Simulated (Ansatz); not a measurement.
Ansatz input file:

```yaml
crystal:
  lattice:
    - [0.0, 2.9545722334, 2.9545722334]
    - [2.9545722334, 0.0, 2.9545722334]
    - [2.9545722334, 2.9545722334, 0.0]
  atoms:
    - { symbol: Mn, position: [0.75, 0.75, 0.75], spin: 4.0 }
    - { symbol: Mn, position: [0.25, 0.25, 0.25], spin: 4.0 }
    - { symbol: Mn, position: [0.5, 0.5, 0.5], spin: 4.0 }
    - { symbol: Sn, position: [0.0, 0.0, 0.0] }
basis:
  ecutwfc: 420
kpoints:
  mp_grid: { grid: [12, 12, 12] }
hamiltonian:
  xc: pbesol
scf:
  occupations: { method: gaussian, width: 0.1 }
output:
  forces: true
  stress: true
  eigenvalues: true
  populations: true
magnetization:
  spin_polarized: true
```

Launched with
```bash
ansatz run input.yaml --threads 1 --pin off --max-ram 2560MiB --backend cpu --events-out ev --progress --plain --runs-dir out
```

Theory: DFT PBEsol, scalar-relativistic, plane waves, PAW in Ansatz 0.2.0.

Abridged output:

```
Pseudopotentials: kind: paw
Pseudopotential: Mn, paw, valence charge 15, recommended cutoff 420 eV (normal)
Pseudopotential: Sn, paw, valence charge 14, recommended cutoff 420 eV (normal)
Functional definition: PBEsol
Crystal: 4 atoms, lattice volume = 51.584 Å³
Basis set: ecut = 420 eV, 965 PW (Γ), exchange–correlation on 60×60×60 points (8 copies of the dense FFT grid, shifted against one another)
Bands: 43, of which v1, the nominal top of the filled ones, is band 30 counted from 1 (29 counted from 0)
Symmetry: 48 space group operations
Space group: Fm-3m (ITA 225), of the structure as read, at distance tolerance 3.7e-5 Å
Magnetic group: BNS 225.116 (UNI 1618), of the structure as read, at distance tolerance 3.7e-5 Å
k-points: 72 of 1728
Initial density: superposition of atomic densities (chi_scale 0.1, normalization cell)
Starting moments: Σ|m| = 12 μB on 3 of 4 sites
Initial wavefunctions: pseudopotential atomic-orbital guess
Functional: x = pbesol(κ = 0.804, μ = 0.12345679), c = pbesol(β = 0.046)
SCF iter   1: F=—  HF=-17558.854804 eV  |F-HF|=—  |Δ(HF+E_count)|=         —  Δρ=2.92e-1 (↑2.92e-1 ↓1.95e-1) dr2=4.93e0  dr2_m=2.75e1  M=3.253 μB ∫|m|=3.439 μB  β_m=0.30  ethr=3.10e-3  ⟨swp⟩=7.0  Hψ=22153  notcnv=0  defer=14
Mixer restart at iter 1: flushing history
spin=Collinear: Kerker preconditioning applied to the charge; magnetization (m = ρ↑ − ρ↓) channel mixes plain (no charge-response kernel on spin).
SCF iter   2: F=—  HF=-17554.446205 eV  |F-HF|=—  |Δ(HF+E_count)|=         —  Δρ=1.68e-1 (↑1.68e-1 ↓1.51e-1) dr2=6.69e-1  dr2_m=1.19e1  M=3.537 μB ∫|m|=3.725 μB  β_m=0.30  ethr=3.10e-3  ⟨swp⟩=3.0  Hψ=10879  notcnv=0  defer=685
Mixer restart at iter 2: flushing history
SCF iter   3: F=—  HF=-17554.274541 eV  |F-HF|=—  |Δ(HF+E_count)|=         —  Δρ=1.17e-1 (↑1.11e-1 ↓1.17e-1) dr2=3.93e-1  dr2_m=6.11e0  M=3.464 μB ∫|m|=3.644 μB  β_m=0.30  ethr=1.13e-3  ⟨swp⟩=2.0  Hψ=7592  notcnv=0  defer=685
Mixer restart at iter 3: flushing history
SCF iter   4: F=—  HF=-17554.633882 eV  |F-HF|=—  |Δ(HF+E_count)|=         —  Δρ=9.27e-2 (↑8.13e-2 ↓9.27e-2) dr2=3.42e-1  dr2_m=3.53e0  M=3.288 μB ∫|m|=3.454 μB  β_m=0.30  ethr=6.66e-4  ⟨swp⟩=2.0  Hψ=7689  notcnv=0  defer=683
Mixer restart at iter 4: flushing history
SCF iter   5: F=—  HF=-17554.911510 eV  |F-HF|=—  |Δ(HF+E_count)|=         —  Δρ=7.25e-2 (↑6.05e-2 ↓7.25e-2) dr2=2.84e-1  dr2_m=2.06e0  M=3.155 μB ∫|m|=3.309 μB  β_m=0.30  ethr=5.80e-4  ⟨swp⟩=2.1  Hψ=8058  notcnv=0  defer=620
Mixer restart at iter 5: flushing history
SCF iter   6: F=—  HF=-17555.091466 eV  |F-HF|=—  |Δ(HF+E_count)|=   1.80e-1  Δρ=5.67e-2 (↑4.58e-2 ↓5.67e-2) dr2=2.24e-1  dr2_m=1.22e0  M=3.049 μB ∫|m|=3.192 μB  β_m=0.64  ethr=4.81e-4  ⟨swp⟩=2.0  Hψ=7464  notcnv=0  defer=620
SCF iter   7: F=—  HF=-17555.765562 eV  |F-HF|=—  |Δ(HF+E_count)|=         —  Δρ=7.77e-2 (↑7.77e-2 ↓7.75e-2) dr2=1.97e-2  dr2_m=2.84e0  M=1.215 μB ∫|m|=3.914 μB  β_m=0.65  ethr=3.80e-4  ⟨swp⟩=2.6  Hψ=10860  notcnv=0  defer=640
Mixer restart at iter 7: flushing history
SCF iter   8: F=—  HF=-17555.558726 eV  |F-HF|=—  |Δ(HF+E_count)|=   2.07e-1  Δρ=4.39e-2 (↑4.26e-2 ↓4.39e-2) dr2=8.11e-3  dr2_m=8.82e-1  M=1.066 μB ∫|m|=4.450 μB  β_m=0.82  ethr=3.33e-5  ⟨swp⟩=2.0  Hψ=11149  notcnv=0  defer=726
SCF iter   9: F=—  HF=-17555.486831 eV  |F-HF|=—  |Δ(HF+E_count)|=   7.19e-2  Δρ=8.12e-3 (↑4.53e-3 ↓8.12e-3) dr2=1.83e-2  dr2_m=1.45e-2  M=1.015 μB ∫|m|=4.989 μB  β_m=0.91  ethr=1.37e-5  ⟨swp⟩=2.3  Hψ=12125  notcnv=0  defer=765
SCF iter  10: F=—  HF=-17555.486099 eV  |F-HF|=—  |Δ(HF+E_count)|=   7.32e-4  Δρ=3.29e-3 (↑3.15e-3 ↓3.29e-3) dr2=1.65e-2  dr2_m=6.30e-5  M=1.015 μB ∫|m|=4.962 μB  β_m=0.75  ethr=1.37e-5  ⟨swp⟩=2.0  Hψ=12231  notcnv=0  defer=754
SCF iter  11: F=—  HF=-17555.482727 eV  |F-HF|=—  |Δ(HF+E_count)|=   3.37e-3  Δρ=1.91e-3 (↑7.53e-4 ↓1.91e-3) dr2=7.01e-4  dr2_m=7.92e-4  M=1.016 μB ∫|m|=4.963 μB  β_m=0.88  ethr=1.37e-5  ⟨swp⟩=2.1  Hψ=9220  notcnv=0  defer=751
SCF iter  12: F=—  HF=-17555.482479 eV  |F-HF|=—  |Δ(HF+E_count)|=   2.48e-4  Δρ=1.02e-4 (↑6.05e-5 ↓1.02e-4) dr2=8.80e-6  dr2_m=1.17e-6  M=1.015 μB ∫|m|=4.977 μB  β_m=0.94  ethr=1.19e-6  ⟨swp⟩=2.2  Hψ=8130  notcnv=0  defer=751
SCF iter  13: F=—  HF=-17555.482481 eV  |F-HF|=—  |Δ(HF+E_count)|=   1.96e-6  Δρ=9.91e-5 (↑9.91e-5 ↓5.44e-5) dr2=5.13e-6  dr2_m=1.67e-6  M=1.015 μB ∫|m|=4.976 μB  β_m=0.88  ethr=1.49e-8  ⟨swp⟩=2.3  Hψ=8512  notcnv=0  defer=751
SCF iter  14: F=—  HF=-17555.482479 eV  |F-HF|=—  |Δ(HF+E_count)|=   1.22e-6  Δρ=5.42e-5 (↑5.42e-5 ↓2.52e-5) dr2=1.91e-6  dr2_m=1.22e-7  M=1.015 μB ∫|m|=4.975 μB  β_m=0.72  ethr=8.70e-9  ⟨swp⟩=2.0  Hψ=10277  notcnv=0  defer=751
SCF iter  15: F=—  HF=-17555.482479 eV  |F-HF|=—  |Δ(HF+E_count)|=   6.41e-8  Δρ=2.24e-5 (↑2.24e-5 ↓1.47e-5) dr2=5.56e-7  dr2_m=1.10e-8  M=1.015 μB ∫|m|=4.975 μB  β_m=0.86  ethr=3.24e-9  ⟨swp⟩=2.0  Hψ=7323  notcnv=0  defer=751
SCF iter  16: F=—  HF=-17555.482479 eV  |F-HF|=—  |Δ(HF+E_count)|=   8.84e-8  Δρ=7.16e-6 (↑6.57e-6 ↓7.16e-6) dr2=9.38e-8  dr2_m=1.29e-9  M=1.015 μB ∫|m|=4.976 μB  β_m=0.89  ethr=9.42e-10  ⟨swp⟩=1.6  Hψ=6770  notcnv=0  defer=751
SCF iter  17: F=-17555.482479 eV  HF=-17555.482479 eV  |F-HF|=3.49e-9  |Δ(HF+E_count)|=   3.52e-9  Δρ=1.85e-6 (↑1.23e-6 ↓1.85e-6) dr2=4.28e-9  dr2_m=6.02e-11  M=1.015 μB ∫|m|=4.976 μB  ethr=1.59e-10  ⟨swp⟩=8.0  Hψ=27991  notcnv=0
SCF 1 converged in 17 iterations: F = -17555.482479 eV  dr2 = 4.28e-9
WARN: the starting moments were not kept: 2 of 3 ended reversed and 1 kept their direction, counting a site from 0.1 μB. The largest reversed, site 1 (counted from 0, in the order of the report's site_moments_mub), started with +4.0 μB and closes at -9.4e-1 μB in its sphere. The net magnetisation is 1.0e0 μB in size, at most 0.1 of the 12 μB that the starting moments add up to as vectors. The SCF closed on another magnetic arrangement than the starting moments describe; that does not show which of the two is lower. To try another start: change the starting moments (crystal.atoms[].spin, magnetization.per_species, magnetization.initial_magnetization, or on a non-collinear deck that types none ...
SCF converged after 17 iterations
Magnetization: 1.0154 μB (30.0077 up, 28.9923 down)
Absolute magnetization: 4.9749 μB (∫|ρ↑−ρ↓|, with the PAW one-centre terms)
Spin contamination: 1.6293 ħ² per cell (⟨S²⟩ above its minimum at these occupations)
Per-site moments (μB) at R_I (Å): [(-0.93595450, 1.05547802), (-0.93595450, 1.05547802), (2.80310190, 1.05547802), (0.02314212, 1.05547802)]
Free energy (F): -17555.482479 eV
Harris-Foulkes:  -17555.482479 eV  (|F-HF|=3.49e-9)
Internal energy: -17555.465308 eV  (E = F + TS)
E sigma→0 (E₀):  -17555.473894 eV
Entropy (-TS):   -0.017172 eV (-4.293 meV/atom)
Fermi energy:    18.804353 eV
--- Per-component energies (eV) ---
  E_band       = -504.840549
  E_kinetic    = 1119.034836
  E_local      = -5570.751584  (includes V_loc(G=0)·N_el)
  E_nonlocal   = 698.578331
  E_hartree    = 2521.948221
  E_xc         = -723.473740
  E_vxc        = -540.064229  (∫ρ·V_xc dr)
  E_paw        = -7880.645908  (= ΣΔE_a)
  E_vpaw       = -1255.535057  (= ΣTr[D̂ρ^β])
  E_aug_tail   = -0.000030  (compensation charges beyond the density's cutoff)
  E_ewald      = -7720.949224
  E_core_change = 0.793791  (= ΣΔE_core)
  E_smearing   = -0.017172  (= −TS)
--- Forces (eV/Å), atoms counted from 1 ---
  atom   1  Mn     0.00000000     0.00000000     0.00000000
  atom   2  Mn     0.00000000     0.00000000     0.00000000
  atom   3  Mn     0.00000000     0.00000000     0.00000000
  atom   4  Sn     0.00000000     0.00000000     0.00000000
--- Stress (GPa, compression-positive) ---
        3.027017       0.000000       0.000000
        0.000000       3.027017       0.000000
        0.000000       0.000000       3.027017
  P = ⅓ Tr σ = 3.0270 GPa (30.270 kbar)
--- Band table (eV; the first three rows and the last of 144) ---
  k-point 0 ↑: bands = ["-61.6118", "-59.3861", "-59.3692", "-30.4887", "-30.4887", "-30.4887", "-28.3402", "-28.3402", "-28.3402", "-28.2710", "-28.2710", "-28.2710", "-2.2861", "-2.2861", "-2.2861", "-2.2326", "-2.2326", "7.5483", "15.2688", "15.2688", "15.4238", "15.4238", "15.4238", "16.1325", "16.1325", "16.1325", "18.4628", "18.4628", "19.6300", "19.6300", "19.6300", "19.8819", "19.8819", "22.5965", "24.0375", "24.0375", "24.0375", "24.8178", "24.8178", "24.8178", "26.5973", "26.5973", "26.5973"]
  k-point 1 ↑: bands = ["-61.6118", "-59.3858", "-59.3695", "-30.4889", "-30.4889", "-30.4888", "-28.3390", "-28.3390", "-28.3384", "-28.2731", "-28.2721", "-28.2721", "-2.2868", "-2.2856", "-2.2856", "-2.2318", "-2.2318", "7.6407", "15.0731", "15.0731", "15.2706", "15.6847", "15.6847", "16.1086", "16.1271", "16.1271", "18.4485", "18.4485", "19.4786", "19.5486", "19.5486", "19.8684", "19.8684", "22.5832", "23.6409", "23.9032", "23.9032", "24.8161", "24.8682", "24.8682", "26.7238", "26.7238", "27.0262"]
  k-point 2 ↑: bands = ["-61.6116", "-59.3851", "-59.3704", "-30.4894", "-30.4894", "-30.4889", "-28.3353", "-28.3353", "-28.3333", "-28.2788", "-28.2753", "-28.2753", "-2.2885", "-2.2842", "-2.2842", "-2.2296", "-2.2296", "7.9126", "14.8246", "14.8833", "14.8833", "16.0326", "16.0326", "16.0484", "16.1430", "16.1430", "18.4111", "18.4111", "19.1409", "19.3524", "19.3524", "19.7943", "19.7943", "22.1473", "23.1709", "23.6754", "23.6754", "24.8110", "24.8110", "25.2879", "27.1813", "27.1813", "27.4130"]
  k-point 71 ↓: bands = ["-60.3635", "-60.3635", "-58.5584", "-29.3300", "-29.3147", "-29.2823", "-29.2823", "-29.2364", "-29.2357", "-27.4845", "-27.4845", "-27.4768", "-2.2891", "-2.2891", "-2.2664", "-2.2173", "-2.1982", "10.3682", "13.6690", "13.6690", "14.8762", "16.0051", "16.6957", "16.6957", "17.1038", "17.3458", "17.3458", "17.6856", "18.0898", "19.5902", "19.5902", "19.7472", "19.7472", "20.1254", "20.2695", "20.2860", "25.5237", "26.7075", "27.0978", "27.0978", "31.9091", "31.9091", "32.7963"]
--- Löwdin populations: 4 sites ---
  site symbol q [e]    m [muB]
     0     Mn     14.7475    -1.0161
     1     Mn     14.7475    -1.0161
     2     Mn     14.4814     2.9941
     3     Sn     14.4886     0.0531
  spilling = 0.009069 (of n_electrons = 59.000000)
```

Self-consistency was reached.

Only parallel moments were tried here.